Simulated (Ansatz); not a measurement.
WS$_{2}$: comparing deformations

These are results of DFT PBEsol, scalar-relativistic, plane waves, PAW (Ansatz 0.2.0), not measurements. Cutoff 420 eV, Γ-centred 12×12×2 k-points, Gaussian smearing of 0.05 eV. Spin–orbit coupling is left out, which can shift energies with elements as heavy as these. No spin polarisation. Energies are free energies at this smearing, counted from the undisturbed cell; pressure is positive in compression.

Zero of the scan (relaxed at this level; this form isn't the usual structure):

```yaml
crystal:
  lattice:
    - [3.14588, 0.00000, 0.00000]
    - [-1.57294, 2.72441, 0.00000]
    - [0.00000, 0.00000, 23.56746]
  atoms:
    - { symbol: W, position: [0.33333, 0.66667, 0.63458] }
    - { symbol: W, position: [0.66667, 0.33333, 0.36542] }
    - { symbol: S, position: [0.33333, 0.66667, 0.29895] }
    - { symbol: S, position: [0.66667, 0.33333, 0.56805] }
    - { symbol: S, position: [0.33333, 0.66667, 0.43195] }
    - { symbol: S, position: [0.66667, 0.33333, 0.70105] }
```

The cell holds layers and no dispersion correction was added, so their binding is poorly described.

The cell is strained by ε times a Voigt pattern (xx, yy, zz, yz, xz, xy; engineering shear) with fractional coordinates fixed. τ = (1/V0) dE/dε comes from the stress tensor. Of each scan, only the three points used here are listed.

| pattern | ε | τ (GPa) |
| --- | --- | --- |
| (0, 0, 1, 0, 0, 0) | -0.0050 | -0.81 |
| (0, 0, 1, 0, 0, 0) | 0.0000 | 0.01 |
| (0, 0, 1, 0, 0, 0) | 0.0050 | 0.80 |
| (1, 0, 0, 0, 0, 0) | -0.0150 | -2.49 |
| (1, 0, 0, 0, 0, 0) | 0.0000 | 0.00 |
| (1, 0, 0, 0, 0, 0) | 0.0150 | 2.21 |

Question: Which constants do the scans give, and which deformation costs least for the same size of strain tensor?

Answer: The slope dτ/dε at zero (parabola through three points) is pᵀCp: (0, 0, 1, 0, 0, 0) gives C33 = 161 GPa; (1, 0, 0, 0, 0, 0) gives C11 = 157 GPa. The size of the strain tensor, ε:ε, is ε² times 1.0, 1.0. Per unit of it the stiffnesses are 161, 157 GPa, so (1, 0, 0, 0, 0, 0) is the softest of these, level with (0, 0, 1, 0, 0, 0): at ε:ε = (1 %)² the quadratic term costs 1.64 meV/atom against 1.69 for the stiffest. These are clamped-ion values.

Forces appear on the atoms along this scan, and letting them relax would lower the energy and soften the response.

Cost: 19 runs of about 5.3 core-minutes in all, on Intel Xeon Platinum 8488C (Sapphire Rapids) (shared hosts).